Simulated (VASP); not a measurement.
Write the native input for VASP 6.6.1 that does the following.

* Task: single point
* Functional: revPBE
* Potentials or basis: VASP PAW PBE potentials, release 64 (Si)
* Cutoff: 520 eV
* k mesh: 9 × 9 × 14
* Occupations: fermi-dirac, width 0.1 eV
* Spin: no spin polarisation
* Dipole correction: no
* Further INCAR settings: ALGO = Fast; EDIFF = 1e-07; NBANDS = 13

The structure of Si lies in POSCAR:

```
Si
1.0
    4.6058222285      0.0000000000      0.0000000000
   -2.3029111143      3.9887590552      0.0000000000
    0.0000000000      0.0000000000      2.6370264901
Si
3
Direct
    1.0000000000      0.0000000000      0.0000000000
    0.3333333333      0.6666666667      0.5000000000
    0.6666666667      0.3333333333      0.5000000000
```

This isn't the form of Si at room conditions, which is diamond.

One way to write it, as run:

INCAR

```
PREC = Accurate ; ENCUT = 520
EDIFF = 1E-7 ; ISMEAR = -1
SIGMA = 0.1 ; LREAL = False
LASPH = True ; NELM = 100
ALGO = Fast ; ISIF = 2
LWAVE = False ; LCHARG = False
GGA = RE ; NBANDS = 13
```

KPOINTS

```
Automatic mesh
0
Gamma
  9 9 14
```

Potentials or basis: VASP PAW PBE potentials, release 64 (Si).

Run with:

```console
$ cat potpaw_PBE.64/Si/POTCAR > POTCAR
$ mpirun -np 1 vasp_std > vasp.out
```

It gave:

```json
{"Pressure": "-6.3 GPa", "Band gap on the k mesh": "none (metal or under the smearing width)"}
```

Caveat: the PAW data sets were made with another functional, which shifts forces and pressure a little.

Wall time 40 s on 1 thread of Intel(R) Xeon(R) Platinum 8488C (Sapphire Rapids) (shared host), peak memory 0.18 GiB.
